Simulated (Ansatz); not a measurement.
Crystal: BAs.

```
As B
1.0
     0.00000    2.38850    2.38850
     2.38850    0.00000    2.38850
     2.38850    2.38850    0.00000
As B
1 1
Cartesian
  3.5827 3.5827 3.5827
  0.0000 0.0000 0.0000
```

Base run:

* Program: Ansatz 0.2.0
* Functional: PBE
* Potentials or basis: all-electron PAW datasets made for the crystal
* Cutoff: 290 eV (chosen from the basis error)
* k mesh: 10 × 10 × 10
* Occupations: fixed
* Spin: no spin polarisation

Its results: band gap on the k mesh 1.19 eV, indirect (least direct gap 3.28 eV); electronic dielectric tensor (diagonal) 9.70.

Q: The run is repeated on the same cell with these changes: functional from PBE to PBEsol. What comes out?

A: Band gap on the k mesh 1.09 eV, indirect (least direct gap 3.25 eV); electronic dielectric tensor (diagonal) 9.82.

Caveats: the program warned that the printed levels may be off, so bands, gaps and densities of states are rough.

A k mesh can miss the band edges.
